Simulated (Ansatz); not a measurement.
This script for the Ansatz DFT code, driven from Python starts 6 runs on Si, space group I4/mmm. What input does the engine get in each?

`ecut.py`:
```python
# -*- coding: utf-8 -*-
"""Cutoff test for Si."""

import warnings

import ansatz as az

warnings.simplefilter("ignore", az.DeckWarning)

structure = (
    az.Lattice.from_parameters(2.65273, 2.65273, 2.65273, alpha=104.34323, beta=104.34323, gamma=120.3008)
    .atom("Si", [0.0, 0.0, 0.0])
)

base = (
    structure.calculation()
    .kpoints(length=27)
    .functional(az.Functional.PBESOL, dispersion="d3bjatm")
    .scf(max_iterations=200)
    .occupations(az.OccupationsMethod.FERMI_DIRAC, width=0.3)
)

rows = []
for value in [250, 300, 350, 400, 450, 500]:
    summary = base.basis(value).run(threads=1, pin="off").report
    rows.append((value, summary["free_energy_ev"] / len(summary["lattice"]["sites"]), summary["n_iterations"], summary["n_pw"]))

print(" cutoff (eV)   F/atom (eV)    iterations   plane waves")
for row in rows:
    print(f"{str(row[0]):>12s}  {row[1]:12.5f}  {row[2]:12d}  {row[3]:12d}")

# the last row is the reference
for row in rows[:-1]:
    shift = 1000 * (row[1] - rows[-1][1])
    print(f"{row[0]}: {shift:+.2f} meV/atom" + ("  (within 5 meV)" if abs(shift) < 5 else ""))
```

Run 1:
```yaml
crystal:
  lattice:
    a: 2.65273
    b: 2.65273
    c: 2.65273
    alpha: 104.34323
    beta: 104.34323
    gamma: 120.3008
  atoms:
    - { symbol: Si, position: [0.0, 0.0, 0.0] }
basis:
  ecutwfc: 250.0
kpoints:
  mp_grid:
    grid: [13, 13, 12]
hamiltonian:
  xc: pbesol
  dispersion: d3bjatm
scf:
  max_iter: 200
  occupations:
    method: fermi_dirac
    width: 0.3
```

Run 2, against run 1:
```diff
-  ecutwfc: 250.0
+  ecutwfc: 300.0
```

Run 3, against run 1:
```diff
-  ecutwfc: 250.0
+  ecutwfc: 350.0
```

Run 4, against run 1:
```diff
-  ecutwfc: 250.0
+  ecutwfc: 400.0
```

Run 5, against run 1:
```diff
-  ecutwfc: 250.0
+  ecutwfc: 450.0
```

Run 6, against run 1:
```diff
-  ecutwfc: 250.0
+  ecutwfc: 500.0
```

`python ecut.py` gives:
```text
 cutoff (eV)   F/atom (eV)    iterations   plane waves
         250    -621.49093             6           123
         300    -621.53904             6           167
         350    -621.55355             6           193
         400    -621.55627             6           265
         450    -621.55681             6           305
         500    -621.55684             6           357
250: +65.91 meV/atom
300: +17.79 meV/atom
350: +3.29 meV/atom  (within 5 meV)
400: +0.57 meV/atom  (within 5 meV)
450: +0.03 meV/atom  (within 5 meV)
```

From 350 eV on it stays within 5 meV an atom of the value at 500 eV; the first row (250 eV) is off by 65.9 meV and the last but one by 0.03 meV. The energy falls steadily, as expected when plane waves are added.

Dispersion corrections can be off by several per cent in the lattices of metals, and by several GPa in the pressure at a fixed cell. For a metal this k-point mesh is coarse: on a finer one energies can move by several to tens of meV an atom and pressures by half a GPa or more, differences at one mesh by less. The smearing is wide enough that free energy and stress hold a thermal part of the electrons. The mesh has less symmetry than the crystal, which the program warned of. This isn't the structure that Si takes at ambient conditions. Shifts are counted from the last row, which is itself no proven limit. The script silences the warnings on its input, which a real study should read. Processor time in the engine: 14 s on 1 thread of Intel(R) Xeon(R) Processor @ 2.30GHz (shared host), peak memory 0.52 GiB.
